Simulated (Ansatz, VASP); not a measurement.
# Nb4GaSe8 in two plane-wave programs

Aim: how closely do two programs agree when they are given the same cell, functional and k mesh? The cell is taken from a series of runs on this material, whose earlier steps may have relaxed, scaled, displaced or heated it; both programs get it as it stands.

Calculated with Ansatz 0.2.0; plane waves, with VASP 6.6.1 beside it; relaxation of cell and atoms at r2SCAN with rVV10.

## (1) The starting structure

It takes space group F-43m (No. 216, cubic). Conventional cell: a = 10.420 Å, b = 10.420 Å, c = 10.420 Å, α = 90.00°, β = 90.00°, γ = 90.00°. Nb has 6 Se at 2.53 to 2.77 Å nearest. Nearest to Ga lie 4 Se at 2.43 Å. Se has 3 Nb at 2.53 Å nearest. Se has 1 Ga at 2.43 Å and 3 Nb at 2.77 Å nearest. Farther neighbours and most contacts between anions are not listed.

## (2) Ansatz: relaxation of cell and atoms, r2SCAN with rVV10

Ansatz runs on its default PAW (the set named soft_2) files.

The relaxed volume is the usual yardstick between codes: in a stiff, nearly cubic crystal its relative difference is about their pressure difference at one cell divided by the bulk modulus.

Contents of input.yaml:

```yaml
crystal:
  lattice:
    - [0.0, 5.21, 5.21]
    - [5.21, 0.0, 5.21]
    - [5.21, 5.21, 0.0]
  atoms:
    - { symbol: Nb, position: [0.3969, 0.3969, 0.3969] }
    - { symbol: Nb, position: [0.8093, 0.3969, 0.3969] }
    - { symbol: Nb, position: [0.3969, 0.3969, 0.8093] }
    - { symbol: Nb, position: [0.3969, 0.8093, 0.3969] }
    - { symbol: Ga, position: [0.0, 0.0, 0.0] }
    - { symbol: Se, position: [0.6357, 0.6357, 0.6357] }
    - { symbol: Se, position: [0.0929, 0.6357, 0.6357] }
    - { symbol: Se, position: [0.6357, 0.6357, 0.0929] }
    - { symbol: Se, position: [0.6357, 0.0929, 0.6357] }
    - { symbol: Se, position: [0.1344, 0.1344, 0.1344] }
    - { symbol: Se, position: [0.5968, 0.1344, 0.1344] }
    - { symbol: Se, position: [0.1344, 0.1344, 0.5968] }
    - { symbol: Se, position: [0.1344, 0.5968, 0.1344] }
kpoints:
  mp_grid: { grid: [6, 6, 6] }
hamiltonian:
  xc: r2scan
  dispersion: rvv10
scf:
  occupations: { method: gaussian, width: 0.1 }
output:
  forces: true
  stress: true
  eigenvalues: true
relax:
  adjacent_minimum: "off"
  f_tol: 0.005
  max_steps: 60
  cell: { stress_tol: 0.03 }
```

Started as:

```sh
ansatz run input.yaml --threads 8 --pin off --max-ram 16384MiB --backend cpu --events-out ev --progress --plain --runs-dir out
```

Numbers of over 12 decimals in the logs are rounded to 6 here.

The log of the run:

```text
Engine: ansatz 0.2.0, aarch64-unknown-linux-gnu
Pseudopotentials: kind: paw
Pseudopotential: Nb, paw, valence charge 13, recommended cutoff 500 eV (meta_gga), Nb.paw.azcp
Pseudopotential: Ga, paw, valence charge 13, recommended cutoff 500 eV (meta_gga), Ga.paw.azcp
Pseudopotential: Se, paw, valence charge 16, recommended cutoff 500 eV (meta_gga), Se.paw.azcp
Functional definition: r2SCAN+rVV10
  parameter k0 = 0.174
  parameter k1 = 0.065
  parameter a1 = 4.9479
  exchange = r2scan_x(k0 = k0, k1 = k1, a1 = a1)
  correlation = r2scan_c + rvv10(11.95, 0.0093)
Crystal: 13 atoms, lattice volume = 282.842 Å³
Basis set: ecut = 500 eV, 7239 PW (Γ), exchange–correlation on 256×256×256 points (64 copies of the dense FFT grid, shifted against one another)
Bands: 116, of which v1, the nominal top of the filled ones, is band 97 counted from 1 (96 counted from 0)
Symmetry: 24 space group operations
Space group: F-43m (ITA 216), of the structure as read, at distance tolerance 6.6e-5 Å
k-points: 16 of 216 (time reversal used)
Non-local potential: Nb, projectors of the file, l = 0: 3, l = 1: 2, l = 2: 2, l = 3: 1
Non-local potential: Ga, projectors of the file, l = 0: 2, l = 1: 2, l = 2: 3, l = 3: 1
Non-local potential: Se, projectors of the file, l = 0: 2, l = 1: 2, l = 2: 3, l = 3: 1
PAW form: soft (Blöchl's): semilocal exchange-correlation on the pseudo side does not see the compensation charge
rVV10 density: all electrons in the spheres
PAW frozen core: Nb, regenerated for the run's functional (the file was generated under x = pbe(κ = 0.804, μ = 0.219515), c = pbe(β = 0.066725))
PAW frozen core: Ga, regenerated for the run's functional (the file was generated under x = pbe(κ = 0.804, μ = 0.219515), c = pbe(β = 0.066725))
PAW frozen core: Se, regenerated for the run's functional (the file was generated under x = pbe(κ = 0.804, μ = 0.219515), c = pbe(β = 0.066725))
PAW one-centre angular grid: Nb, 590 points (default); XC on 160 Gauss nodes
PAW one-centre angular grid: Ga, 590 points (default); XC on 160 Gauss nodes
PAW one-centre angular grid: Se, 590 points (default); XC on 160 Gauss nodes
Initial density: superposition of atomic densities (neutral atoms: chi_scale 0, normalization atom), corrected by the library's trained network
Initial wavefunctions: pseudopotential atomic-orbital guess
Functional: x = r2scan, c = r2scan + rvv10(b = 11.95, C = 0.0093); τ floored in thin density (d = 2e-4 eV/Å³)
SCF iter   1: F=—  HF=-65865.051551 eV  |F-HF|=—  |Δ(HF+E_count)|=         —  Δρ=1.03e-2  dr2=6.48e-1  dr2_τ=1.18e-1  ethr=1.77e-3  ⟨swp⟩=5.6  Hψ=6222  notcnv=0  defer=9
preconditioner: auto → LDOS  [metal: Δε(μ)=0.018 eV  Ē_g=9.975 eV  σ=0.100 eV  W_gap=0.10  n_scr=64 (ndim 8)  ℏωp=19.9 eV  f_vac=0.037  D(μ)=7.35/eV (n_scr^D=58)  β→1.0]
SCF iter   2: F=—  HF=-65865.079806 eV  |F-HF|=—  |Δ(HF+E_count)|=   2.83e-2  Δρ=5.87e-3  dr2=1.28e-1  dr2_τ=3.62e-2  ethr=3.36e-4  ⟨swp⟩=3.0  Hψ=3839  notcnv=0  defer=137
SCF iter   3: F=—  HF=-65865.053211 eV  |F-HF|=—  |Δ(HF+E_count)|=   2.66e-2  Δρ=1.63e-3  dr2=1.11e-2  dr2_τ=1.23e-4  ethr=6.62e-5  ⟨swp⟩=2.0  Hψ=3374  notcnv=0  defer=137
SCF iter   4: F=—  HF=-65865.050539 eV  |F-HF|=—  |Δ(HF+E_count)|=   2.67e-3  Δρ=5.42e-4  dr2=1.30e-3  dr2_τ=2.36e-5  ethr=5.73e-6  ⟨swp⟩=2.0  Hψ=2359  notcnv=0  defer=137
SCF iter   5: F=—  HF=-65865.050366 eV  |F-HF|=—  |Δ(HF+E_count)|=   1.73e-4  Δρ=1.72e-4  dr2=5.91e-5  dr2_τ=3.43e-6  ethr=6.71e-7  ⟨swp⟩=2.0  Hψ=2372  notcnv=0  defer=137
SCF iter   6: F=—  HF=-65865.050290 eV  |F-HF|=—  |Δ(HF+E_count)|=   7.64e-5  Δρ=5.95e-5  dr2=4.58e-6  dr2_τ=4.46e-7  ethr=3.06e-8  ⟨swp⟩=2.0  Hψ=3338  notcnv=0  defer=137
SCF iter   7: F=—  HF=-65865.050296 eV  |F-HF|=—  |Δ(HF+E_count)|=   6.56e-6  Δρ=1.26e-5  dr2=4.79e-7  dr2_τ=2.25e-8  ethr=2.37e-9  ⟨swp⟩=2.0  Hψ=3269  notcnv=0  defer=137
SCF iter   8: F=-65865.050297 eV  HF=-65865.050297 eV  |F-HF|=6.11e-10  |Δ(HF+E_count)|=   2.41e-7  Δρ=3.23e-6  dr2=2.82e-8  dr2_τ=1.43e-9  ethr=5.18e-11  ⟨swp⟩=9.6  Hψ=8477  notcnv=0
SCF 1 converged in 8 iterations: F = -65865.050297 eV  dr2 = 2.82e-8
  greatest PAW one-centre occupation: 1.000 electrons in one spin orbital (limit 2), on the Nb atom at site 3 (counted from 0), in its partial waves of l = 0
relax step   1: F+E_penalty+E_count = -65865.05029658 eV  Δ(F+E_penalty+E_count) = +0.000e0 eV  max|allowed force component| = 7.988e-2 eV/Å  Δτ_max = 0.0000 Å  P = +0.121 GPa  Ω = 282.842 Å³  (8 SCF iters, dr2 threshold 1.00e-7 eV, accepted)
Crystal: 13 atoms, lattice volume = 288.703 Å³
Basis set: ecut = 500 eV, 7391 PW (Γ), exchange–correlation on 256×256×256 points (64 copies of the dense FFT grid, shifted against one another)
rVV10 density: all electrons in the spheres
Initial density: handed on by an earlier stage of this run
Initial wavefunctions: those handed on with the density
[...]
basis re-selected at this cell: Δ(F+E_penalty+E_count) = -3.104e-4 eV, ΔP = +0.001 GPa vs the last step (what re-selecting the basis moved, of the pressure what is left beyond the Pulay correction that the steps carried, after the strain that the cell walked since its last selection, with what the two solves' SCF thresholds leave and, on support functions, any second-order correction that the steps lacked; it is no m [...]
SCF converged after 5 iterations
Free energy (F): -65865.056408 eV
Harris-Foulkes:  -65865.056408 eV  (|F-HF|=0.00e0)
Internal energy: -65865.017960 eV  (E = F + TS)
E sigma→0 (E₀):  -65865.037184 eV
Entropy (-TS):   -0.038448 eV (-2.958 meV/atom)
Fermi energy:    11.159387 eV
--- Per-component energies (eV) ---
  E_band       = -3556.405943
  E_kinetic    = 2640.188528
  E_local      = -24539.176773  (includes V_loc(G=0)·N_el)
  E_nonlocal   = -3858.636823
  E_hartree    = 11575.150667
  E_xc         = -1512.248646
  E_vxc        = -1848.248581  (∫ρ·V_xc dr)
  E_paw        = -29765.553021  (= ΣΔE_a)
  E_vpaw       = 796.843735  (= ΣTr[D̂ρ^β])
  E_aug_tail   = -0.001659  (compensation charges beyond the density's cutoff)
  E_vtau       = 102.324238  (kinetic-family band-sum trace: ∫τ·v_τ [+ j·A + Jᵃ·Aᵃ] dr)
  E_ewald      = -20389.199279
  E_core_change = -15.540955  (= ΣΔE_core)
  E_smearing   = -0.038448  (= −TS)
  E_closure    = -0.000000  (closes the sum)
  Σ components = -65865.056408   (vs F -65865.056408, Δ=0.00e0)
--- Forces (eV/Å), atoms counted from 1 ---
  atom   1  Nb    -0.00008908    -0.00008908    -0.00008908
  atom   2  Nb    -0.00008908     0.00008908     0.00008908
  atom   3  Nb     0.00008908     0.00008908    -0.00008908
  atom   4  Nb     0.00008908    -0.00008908     0.00008908
  atom   5  Ga    -0.00000000    -0.00000000    -0.00000000
  atom   6  Se    -0.00331918    -0.00331918    -0.00331918
  atom   7  Se    -0.00331918     0.00331918     0.00331918
  atom   8  Se     0.00331918     0.00331918    -0.00331918
  atom   9  Se     0.00331918    -0.00331918     0.00331918
  atom  10  Se     0.00040203     0.00040203     0.00040203
  atom  11  Se     0.00040203    -0.00040203    -0.00040203
  atom  12  Se    -0.00040203    -0.00040203     0.00040203
  atom  13  Se    -0.00040203     0.00040203    -0.00040203
  max |Σ_I F_I| component: 4.03e-17 eV/Å
--- Stress (GPa, compression-positive) ---
       -0.022318       0.000000      -0.000000
        0.000000      -0.022318       0.000000
       -0.000000       0.000000      -0.022318
  P = ⅓ Tr σ = -0.0223 GPa (-0.223 kbar)
--- Band table (eV; the first three rows and the last of 16) ---
  k-point 0: bands = [... 93 lower, 9.9323, 10.0334, 10.0334, 11.2225, 11.2225, 11.2225, 12.1423, 13.4585, ... 15 higher]
  k-point 1: bands = [... 93 lower, 9.7997, 10.2106, 10.2106, 11.2739, 11.2739, 11.2891, 12.2506, 13.2977, ... 15 higher]
  k-point 2: bands = [... 93 lower, 9.5556, 10.3876, 10.3876, 11.3179, 11.3260, 11.3260, 12.2988, 13.1436, ... 15 higher]
  k-point 15: bands = [... 93 lower, 9.9180, 10.5072, 10.5803, 11.0582, 11.3807, 11.4617, 12.7747, 13.1132, ... 15 higher]
--- Relaxed structure (4 steps of the walk, 3 accepted, 1 SCFs on fresh bases) ---
  F+E_penalty+E_count = -65865.05640771 eV   max|allowed force component| = 3.319e-3 eV/Å   (the final SCF, on the basis selected at the relaxed cell)
  cell:  # Å, volume = 284.2901 Å³
    - [0, 5.218879, 5.218879]
    - [5.218879, 0, 5.218879]
    - [5.218879, 5.218879, 0]
  atoms:
    - { symbol: Nb, position: [0.397157, 0.397157, 0.397157] }
    - { symbol: Nb, position: [0.808530, 0.397157, 0.397157] }
    - { symbol: Nb, position: [0.397157, 0.397157, 0.808530] }
    - { symbol: Nb, position: [0.397157, 0.808530, 0.397157] }
    - { symbol: Ga, position: [0, 0, 0] }
    - { symbol: Se, position: [0.635132, 0.635132, 0.635132] }
    - { symbol: Se, position: [0.094604, 0.635132, 0.635132] }
    - { symbol: Se, position: [0.635132, 0.635132, 0.094604] }
    - { symbol: Se, position: [0.635132, 0.094604, 0.635132] }
    - { symbol: Se, position: [0.134006, 0.134006, 0.134006] }
    - { symbol: Se, position: [0.597983, 0.134006, 0.134006] }
    - { symbol: Se, position: [0.134006, 0.134006, 0.597983] }
    - { symbol: Se, position: [0.134006, 0.597983, 0.134006] }
```

In the SCF lines HF is the Harris–Foulkes energy and dr2 the Hartree energy of the density residual, in eV; the loop may stop once dr2 is under the threshold and the program's other checks hold. Hψ counts applications of the Hamiltonian.

(Part 1 of 3 ends here.)

[Lines on the potential files, build, host, timing and source positions are cut from VASP's logs without a mark.]

[Logs are printed without paths, hosts, clocks, repeated set-up lines and the standing remarks that a program may print on its own settings, such as how far it seeks lower states.]

[Hosts, paths, dates, database ids (printed as entryN), source tags and the programs' standing remarks are cut or masked in the printed files.]
